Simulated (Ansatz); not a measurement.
BeTe (zincblende) was put through Ansatz (plane waves). The cell was relaxed with r2SCAN and then strained (epitaxial -4.0 % in the plane normal to [111], free normal strain +1.58 %), with the atoms relaxed again with r2SCAN; k points keep the names of the unstrained zone.

Structure:
```
CELL_PARAMETERS angstrom
0.10520 2.82068 2.82068
2.82068 0.10520 2.82068
2.82068 2.82068 0.10520
ATOMIC_POSITIONS crystal
Be 0.00231 0.00231 0.00231
Te 0.24769 0.24769 0.24769
```

Output, abridged:
```
scf.n_extra_bands = 4 over 9 filled bands (N_el = 18.0): the run solves 13 bands
Functional definition: HSE06
  parameter a = 0.25
  parameter omega = 0.11/bohr
  exchange = pbe_x - a*pbe_x_sr(omega) + a*exact_x_sr(omega)
  correlation = pbe_c
Crystal: 2 atoms, lattice volume = 42.374 Å³
Basis set: ecut = 420 eV, 839 PW (Γ)
Symmetry: 6 space group operations
Space group: R3m (ITA 160)
k-points: 32 of 216 (time reversal used)
[warm-up without exact exchange]
SCF 1 stopped early in 2 iterations: F = -7073.365449 eV  dr2 = 7.33e-6
[exact exchange on]
Exchange kernel: α = 0.2500, screened, ω = 0.2079 Å⁻¹, Wigner–Seitz truncation, v(0) = 1046.5118 eV·Å³, q-mesh 6×6×6
preconditioner: auto → none  [insulator: Δε(μ)=2.218 eV  ℏωp=16.1 eV]
SCF 2 stopped early in 6 iterations: F = -7078.123944 eV  dr2 = 4.36e-7
hybrid outer 1: dexx = +2.366e-3 eV, tail = 4.62e-5 eV
SCF 3 converged in 5 iterations: F = -7078.124059 eV  dr2 = 2.02e-10
hybrid outer 2: dexx = +1.003e-7 eV, tail = 4.52e-9 eV, Δε = 1.02e-3 eV, ΔF = 1.28e-4 eV/Å
hybrid SCF converged: 2 outer / 11 inner (+2 warm-up)
Free energy (F): -7078.124059 eV
Fermi energy:    7.889076 eV
--- Per-component energies (eV) ---
  E_band       = -292.496458
  E_kinetic    = 201.034963
  E_local      = -1324.217990
  E_nonlocal   = -306.465162
  E_hartree    = 840.596603
  E_xc         = -116.572096
  E_vxc        = -101.073875
  E_exx        = -48.093376
  E_paw        = -4707.105836
  E_vpaw       = -346.781289
  E_ewald      = -1617.111694
  E_core_change = -0.189276
--- Forces (eV/Å), atoms counted from 1 ---
  atom   1  Be    -0.00247    -0.00247    -0.00247
  atom   2  Te      0.00250      0.00250      0.00250
--- Stress (GPa, compression-positive) ---
        3.586085      -2.251058      -2.251058
       -2.251058       3.586085      -2.251058
       -2.251058      -2.251058       3.586085
  P = ⅓ Tr σ = 3.5861 GPa (35.861 kbar)
--- Band table (eV; the first three rows and the last of 32) ---
  k-point 0: bands = […, -30.9560, -30.9560, -6.1902, 7.3112, 7.8891, 7.8891, 11.5086, 12.3297, 12.3297, 13.1281]
  k-point 1: bands = […, -30.9560, -30.9551, -5.8635, 5.5766, 6.9683, 7.3895, 11.8532, 12.5519, 12.9512, 15.0195]
  k-point 2: bands = […, -30.9558, -30.9527, -5.0240, 2.6059, 6.3876, 6.6757, 11.6785, 13.0126, 13.3249, 16.4941]
  k-point 31: bands = […, -30.9563, -30.9563, -4.7478, 1.1780, 6.7181, 6.7181, 12.2710, 13.4050, 13.4050, 16.7752]
```

bands.tsv, columns around the gap (it counts bands from 0):
```tsv
# k_distance	band_4	band_5	band_6	band_7	band_8	band_9	band_10	band_11	band_12
# fermi_ev = 7.889076
# [0, 0, 0] at k_distance = 0.000000
# [-0.5, -0.5, 0] at k_distance = 1.136136
# [-0.375, -0.375, 0.25] at k_distance = 1.530336
# [-0.375, 0, 0.375] at k_distance = 2.230343
# [0, 0, 0.5] at k_distance = 2.930349
# [-0.5, -0.25, 0.25] at k_distance = 3.718749
# [0, 0.5, 0.5] at k_distance = 4.970087
# levels_relative_to = fermi_ev
0.000	-38.845	-14.079	-0.578	0.000	0.000	3.620	4.441	4.441	5.239
1.136	-38.840	-11.767	-6.166	-3.506	-3.035	2.238	3.194	11.080	11.165
1.530	-38.841	-11.847	-5.747	-4.776	-2.573	3.397	5.581	9.040	9.392
2.230	-38.841	-11.744	-5.719	-4.668	-2.999	2.906	6.496	8.653	9.799
2.930	-38.840	-12.312	-6.659	-1.726	-1.495	3.670	5.065	5.331	8.495
3.719	-38.841	-11.722	-5.524	-4.503	-3.923	5.643	6.223	6.672	7.464
4.970	-38.840	-11.767	-6.166	-3.506	-3.035	2.238	3.194	11.080	11.165
```
In order the rows are Γ, X, U, K, L, W, X.

Problem. What input produced it? Give the YAML.

Solution.
```yaml
crystal:
  # lattice and atoms as above
kpoints:
  mp_grid: { grid: [6, 6, 6] }
  band_path:
    path:
      - [0.0, 0.0, 0.0]
      - [-0.5, -0.5, 0.0]
      - [-0.375, -0.375, 0.25]
      - [-0.375, 0.0, 0.375]
      - [0.0, 0.0, 0.5]
      - [-0.5, -0.25, 0.25]
      - [0.0, 0.5, 0.5]
    npoints: 1
hamiltonian:
  xc: hse06
scf:
  occupations: { method: fixed }
  n_extra_bands: 4
output:
  forces: true
  stress: true
  eigenvalues: true
```
A single point prints forces and stress when the output block asks for them. The exchange loop and the term E_exx show exact exchange. Keys that aren't typed take their defaults; thresholds and the kind of smearing can't be read off these lines.

Problem. What wall time did it need on 1 × NVIDIA H100 80GB HBM3 with 2 threads of AMD EPYC 7R13 Processor (Zen 3), on a shared host, load about 1.2 per core, and how much host memory at the peak?

Solution. About 30 s, with a peak of 2.1 GiB.

Calculated for a static, non-magnetic cell.

No spin-orbit coupling is included; it can move band edges with weight on the heavy atoms by tenths of an eV.

The program warns that its thresholds are loose for a hybrid's stress.

The meshes of the hybrids are coarse, so their gaps aren't converged to the digits shown.
